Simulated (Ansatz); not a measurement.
# AgI

Method: PBEsol, scalar-relativistic; no spin polarisation; PAW, 420 eV, Γ-centred 8×8×8 mesh, 0.05 eV Gaussian smearing; code Ansatz; PAW files: Ansatz's generated set soft_2.

```
Ag I
1.0
     0.00000    3.22491    3.22491
     3.22491    0.00000    3.22491
     3.22491    3.22491    0.00000
Ag I
1 1
Direct
  0.00000 0.00000 0.00000
  0.75000 0.75000 0.75000
```

The chain of runs began from a cell as deposited in COD, expanded in volume. Of that entry: the entry's cell lengths or inner coordinates differ somewhat from later room-temperature determinations.

Elastic constants come from the stress of slightly strained cells with relaxed atoms, in GPa, Voigt order xx, yy, zz, yz, xz, xy in the Cartesian frame of the vectors above.

```
38.9 31.9 31.9  0.0  0.0  0.0
31.9 38.9 31.9  0.0  0.0  0.0
31.9 31.9 38.9  0.0  0.0  0.0
 0.0  0.0  0.0  9.8  0.0  0.0
 0.0  0.0  0.0  0.0  9.8  0.0
 0.0  0.0  0.0  0.0  0.0  9.8
```

Task: Is the crystal mechanically stable, and what are its polycrystalline moduli?

Result: Stable against homogeneous strain: the smallest eigenvalue of the tensor is 7.0 GPa. Hill averages: K = 34 GPa, G = 6.5 GPa, E = 18.3 GPa, ν = 0.41.

For a cubic crystal three numbers say it all: C11 = 38.9, C12 = 31.9, C44 = 9.8 GPa. K = (C11 + 2C12)/3 = 34.3 GPa. The two shear moduli are C44 and C′ = (C11 − C12)/2 = 3.5 GPa, so Zener's ratio C44/C′ is 2.82: the crystal is stiffest along ⟨111⟩ and softest along ⟨100⟩. The Cauchy pressure C12 − C44 is 22 GPa; pair forces would make it zero if every atom sat on a centre of inversion, which isn't so here, so internal relaxation also enters.

The equation of state, an independent route, gives B0 = 34 GPa, against 34 GPa here.

No spin–orbit coupling, a notable omission for heavy elements.
